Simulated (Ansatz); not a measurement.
Crystal: MgO2.

```
Mg O
1.0
     1.60476    0.92651    3.49398
    -1.60476    0.92651    3.49398
     0.00000   -1.85302    3.49398
Mg O
1 2
Direct
  0.00000 0.00000 0.00000
  0.57121 0.57121 0.57121
  0.42879 0.42879 0.42879
```

The cell comes from a database or a generator and needn't be the stable form of this composition.

Program: Ansatz 0.2.0. Alike in all runs: task projected density of states; potentials or basis Ansatz PAW; no spin polarisation; cell as given; k mesh 6 × 6 × 6; smearing fermi-dirac 0.05 eV. Hardware: 2 threads of AMD EPYC (Zen 3) (shared host).

Order these runs on this cell by their wall time, lowest first.
A. level LDA; cutoff (eV) 420
B. level HSE06; cutoff (eV) 420
C. level r2SCAN; cutoff (eV) 500

A (2.8 s), C (7 s), B (44 s).
